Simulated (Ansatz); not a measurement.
# AlP: the cost of one run

Computed with Ansatz 0.2.0 through its Python package. The levels of theory stand in the script.

The COD entry's cell or inner coordinates are ideal or old and differ from later refinements, so a difference from it is no clean test against experiment.

## (1) The system

It takes space group F-43m (No. 216, cubic). The conventional cell has a = 5.451 Å, b = 5.451 Å, c = 5.451 Å, α = 90.00°, β = 90.00°, γ = 90.00°. Around Al (site symmetry -43m) lie 4 P at 2.36 Å. P (site symmetry -43m) is surrounded by 4 Al at 2.36 Å.

POSCAR_alp, read by the script:

```text
AlP
1.0
   0.00000000    2.72550000    2.72550000
   2.72550000    0.00000000    2.72550000
   2.72550000    2.72550000    0.00000000
Al P
1 1
Direct
   0.00000000    0.00000000    0.00000000
   0.25000000    0.25000000    0.25000000
```

## (2) The code

ddh_alp.py reads:

```python
"""A hybrid whose exact exchange is one over the dielectric constant of AlP."""

import ansatz as az
from ase.io import read
import numpy as np

TOLERANCE = 1e-10
KGRID = (4, 4, 4)
FILLING = "fixed"


def count_gap(report):
    # lowest empty less highest filled band, counting bands; zero where they overlap
    return max(report.get("gap_by_band_count_ev") or 0.0, 0.0)

atoms = read("POSCAR_alp", format="vasp")
alp = az.Crystal.from_ase(atoms)

calc = alp.calculation().scf(tolerance=TOLERANCE).kpoints(*KGRID).occupations(FILLING).band_table()
semilocal = calc.functional("pbe").run(threads=1, pin="off").report
hybrid = calc.functional(exchange="pbe", correlation="pbe", exact_fraction="inverse_dielectric").run(threads=1, pin="off").report
alpha = hybrid["hybrid"]["exact_exchange_fraction"]
print(f"fraction of exact exchange {alpha:.4f}, so eps_inf = {1 / alpha:.2f}")
print(f"gap by band count: {count_gap(semilocal):.3f} eV semilocal, {count_gap(hybrid):.3f} eV hybrid")
```

## (3) The calls as engine input

The engine receives this input (first run):

```yaml
crystal:
  lattice:
    - [0.0, 2.7255, 2.7255]
    - [2.7255, 0.0, 2.7255]
    - [2.7255, 2.7255, 0.0]
  atoms:
    - { symbol: Al, position: [0.0, 0.0, 0.0] }
    - { symbol: P, position: [0.25, 0.25, 0.25] }
kpoints:
  mp_grid:
    grid: [4, 4, 4]
hamiltonian:
  xc: pbe
scf:
  convergence:
    dr2_threshold: 1.0e-10
  occupations:
    method: fixed
output:
  eigenvalues: true
```

## (4) Launch

Launch:

```sh
python ddh_alp.py
```

Q: Estimate wall time and peak memory on 1 thread of Arm Neoverse V1, shared host.

About 15 s, with a peak of 0.64 GiB.
